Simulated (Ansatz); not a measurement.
The geometry is COD entry 9008731, unchecked; take it as a test cell. The listed cell was then made from it by scaling, straining or moving an atom.

TaC: DFT, PBEsol, all-electron PAW with datasets made for the crystal, scalar-relativistic (Ansatz 0.2.0). What sets it apart from a plain run of this crystal: volume scaled by 0.94.

Command: `ansatz run input.yaml --threads 1 --pin off --max-ram 3072MiB --backend cpu --events-out ev --progress --plain --runs-dir out` The run took 15 s on 1 thread of Intel(R) Xeon(R) Platinum 8488C (Sapphire Rapids) (shared host), peak memory 0.66 GiB.

```yaml
crystal:
  lattice:
    - [0.0, 2.1815382641, 2.1815382641]
    - [2.1815382641, 0.0, 2.1815382641]
    - [2.1815382641, 2.1815382641, 0.0]
  atoms:
    - { symbol: Ta, position: [0.0, 0.0, 0.0] }
    - { symbol: C, position: [0.5, 0.5, 0.5] }
kpoints:
  mp_grid: { grid: [13, 13, 13] }
scf:
  occupations: { method: fermi_dirac, width: 0.08 }
hamiltonian:
  xc: pbesol
  pseudopotentials: { kind: all_electron, datasets: crystal }
output:
  forces: true
  stress: true
  eigenvalues: true
  efg: { contact_densities: true }
```

Output (standing set-up lines are left out):

```
hamiltonian.pseudopotentials.datasets: crystal makes datasets for this crystal and solves the spheres of its atoms anew in each pass: cutoff 480.0 eV, the density's 1920.0 eV; for an error of 0.50 meV an atom under PBE, 1.0 meV for the cell; an energy difference from a run of another recipe may be off by several times the error for the cell, under r2SCAN by more, where some 0.1 meV an atom stays at smaller errors; C in spheres of 0.857 Å, 4 of its electrons in bands; Ta in spheres of 1.318 Å, 27 of its electrons in bands
Pseudopotential: Ta, paw, valence charge 27, recommended cutoff 480 eV (normal), Koelling and Harmon's equation, gaussian nucleus
Pseudopotential: C, paw, valence charge 4, recommended cutoff 480 eV (normal), Koelling and Harmon's equation, gaussian nucleus
Crystal: 2 atoms, lattice volume = 20.764 Å³
Basis set: ecut = 480 eV, 531 PW (Γ), exchange–correlation on 48×48×48 points (8 copies of the dense FFT grid, shifted against one another)
Space group: Fm-3m (ITA 225), of the structure as read, at distance tolerance 2.7e-5 Å
PAW one-centre angular grid: Ta, 590 points (default); XC on its mesh's 1809 points in the sphere
PAW one-centre angular grid: C, 110 points (default); XC on its mesh's 1919 points in the sphere
iter 1 solved again at ethr=3.86e-2 eV; its pass at ethr=1.00e-1 eV (dr2=1.20e1 eV) is discarded
SCF iter   1: F=—  HF=-425480.391481 eV  |F-HF|=—  |Δ(HF+E_count)|=         —  Δρ=2.02e-1  dr2=1.15e1  ethr=3.86e-2  ⟨swp⟩=2.0  Hψ=9457  notcnv=0
preconditioner: auto → Kerker (q_TF=auto, 2.917 Å⁻¹)  [metal: Δε(μ)=0.070 eV  Ē_g=24.735 eV  σ=0.080 eV  W_gap=0.22  n_scr=14 (ndim 8)  ℏωp=43.9 eV  f_vac=0.000  D(μ)=0.61/eV (n_scr^D=0)]
SCF iter   2: F=—  HF=-425477.894915 eV  |F-HF|=—  |Δ(HF+E_count)|=    2.50e0  Δρ=8.41e-2  dr2=2.05e0  ethr=3.72e-2  ⟨swp⟩=2.5  Hψ=3766  notcnv=0
iter 3 solved again at ethr=2.89e-4 eV; its pass at ethr=6.60e-3 eV (dr2=8.95e-2 eV) is discarded
SCF iter   3: F=—  HF=-425477.260287 eV  |F-HF|=—  |Δ(HF+E_count)|=   6.35e-1  Δρ=2.63e-2  dr2=8.97e-2  ethr=2.89e-4  ⟨swp⟩=2.0  Hψ=7415  notcnv=0  defer=2
SCF iter   4: F=—  HF=-425477.277084 eV  |F-HF|=—  |Δ(HF+E_count)|=   1.68e-2  Δρ=1.47e-2  dr2=2.08e-2  ethr=2.89e-4  ⟨swp⟩=3.1  Hψ=4002  notcnv=0  defer=2
SCF iter   5: F=—  HF=-425477.291076 eV  |F-HF|=—  |Δ(HF+E_count)|=   1.40e-2  Δρ=3.61e-3  dr2=1.20e-3  ethr=6.71e-5  ⟨swp⟩=3.0  Hψ=4954  notcnv=0
SCF iter   6: F=—  HF=-425477.289961 eV  |F-HF|=—  |Δ(HF+E_count)|=   1.11e-3  Δρ=9.13e-4  dr2=1.06e-4  ethr=3.87e-6  ⟨swp⟩=3.0  Hψ=4408  notcnv=0
SCF iter   7: F=—  HF=-425477.290902 eV  |F-HF|=—  |Δ(HF+E_count)|=   9.41e-4  Δρ=2.99e-4  dr2=9.72e-6  ethr=3.43e-7  ⟨swp⟩=3.0  Hψ=5377  notcnv=0
SCF iter   8: F=—  HF=-425477.290831 eV  |F-HF|=—  |Δ(HF+E_count)|=   7.11e-5  Δρ=7.30e-5  dr2=1.08e-6  ethr=3.14e-8  ⟨swp⟩=3.0  Hψ=3314  notcnv=0
SCF iter   9: F=—  HF=-425477.290831 eV  |F-HF|=—  |Δ(HF+E_count)|=   1.81e-7  Δρ=7.04e-6  dr2=7.69e-9  ethr=3.49e-9  ⟨swp⟩=3.0  Hψ=3447  notcnv=0
SCF iter  10: F=-425477.290831 eV  HF=-425477.290831 eV  |F-HF|=1.34e-9  |Δ(HF+E_count)|=   9.31e-9  Δρ=1.57e-6  dr2=5.86e-10  ethr=2.48e-11  ⟨swp⟩=3.0  Hψ=3948  notcnv=0
SCF 1 converged in 10 iterations: F = -425477.290832 eV  dr2 = 5.86e-10
  Residual-converged pass: ⟨swp⟩=2.0  Hψ=2226  notcnv=0  max |occ|·‖R‖ = 5.2e-6 eV (tolerance 5.3e-6 eV)  dr2=5.79e-10  dr2_onsite=3.55e-9  max |Δocc| = 1.7e-11
  greatest PAW one-centre occupation: 1.000 electrons in one spin orbital (limit 2), on the Ta atom at site 0 (counted from 0), in its partial waves of l = 3
SCF converged after 10 iterations
Free energy (F): -425477.290832 eV
Harris-Foulkes:  -425477.290832 eV  (|F-HF|=1.34e-9)
Internal energy: -425477.281379 eV  (E = F + TS)
E sigma→0 (E₀):  -425477.286106 eV
Entropy (-TS):   -0.009453 eV (-4.727 meV/atom)
Past the cutoff: the bands carry plane waves up to 1.75 times it, of which those up to 1.5 times it add -0.000259 eV an atom, each by itself; the spheres take 0.000180 eV an atom off the energy for waves past 1.75 times it
By the cutoff:   a pressure is off by up to 0.007 GPa (1.2 times the spheres' own share and the shells' term, over an atom's volume, and 0.004 GPa: a bound that held against runs at twice the plane waves)
Past the cutoffs: a stress includes 0.0038 GPa for waves and charges beyond them, in addition to the slope of what the spheres take
In the spheres:  the bands' charges fall short by 8.9e-6 e at most (sound up to 1e-3)
Fermi energy:    26.691445 eV
--- Per-component energies (eV) ---
  The terms above E_closure are by the made datasets' own strengths, without shells solved beside the bands.
--- Forces (eV/Å), atoms counted from 1 ---
  atom   1  Ta    -0.00000000    -0.00000000     0.00000000
  atom   2  C      0.00000000     0.00000000     0.00000000
  max |Σ_I F_I| component: 3.09e-30 eV/Å
--- Stress (GPa, compression-positive) ---
       19.654045       0.000000      -0.000000
        0.000000      19.654045       0.000000
        0.000000      -0.000000      19.654045
  P = ⅓ Tr σ = 19.6540 GPa (196.540 kbar)
--- PAW observables at the nuclei: V_zz in 10²¹ V/m², potentials from the cell's mean, atoms counted from 1 ---
  atom   1  Ta V_zz =    +0.000000   η = 0.0000   by run symmetry: forbidden
            electrostatic potential = -14499.497188 V   contact ρ = 8140171.289904 e/Å³
  atom   2  C  V_zz =    -0.000000   η = 0.0000   by run symmetry: forbidden
            electrostatic potential = -431.608851 V   contact ρ = 861.545740 e/Å³
--- Band table (eV; the first three rows and the last of 84) ---
  k-point 0: bands = ["-41.8523", "-8.1090", "-8.1090", "-8.1090", "6.4025", "6.4025", "6.4025", "6.4040", "6.4642", "6.4642", "6.4642", "11.4926", "25.2108", "25.2108", "25.2108", "26.2129", "26.2129", "26.2129", "27.4006", "27.4006", "34.0110"]
  k-point 1: bands = ["-41.8487", "-8.1651", "-8.1144", "-8.1144", "6.4014", "6.4047", "6.4047", "6.4060", "6.4617", "6.4617", "6.4644", "11.6767", "24.3842", "24.8038", "24.8038", "25.7634", "25.7634", "26.6928", "28.6152", "28.6152", "34.3238"]
  k-point 2: bands = ["-41.8386", "-8.3178", "-8.1293", "-8.1293", "6.3984", "6.4110", "6.4110", "6.4115", "6.4548", "6.4548", "6.4647", "12.2052", "23.0291", "23.6349", "23.6349", "26.1446", "26.1446", "27.1994", "30.4515", "30.4515", "35.0850"]
  k-point 83: bands = ["-41.7681", "-8.7142", "-8.6398", "-8.4243", "6.4205", "6.4244", "6.4272", "6.4298", "6.4364", "6.4390", "6.4474", "14.6701", "20.8818", "21.5024", "21.7488", "28.0227", "28.7502", "31.2114", "32.2873", "33.9693", "39.9506"]
```

Spin polarisation is left out, and whether a magnetic state lies lower isn't shown here.
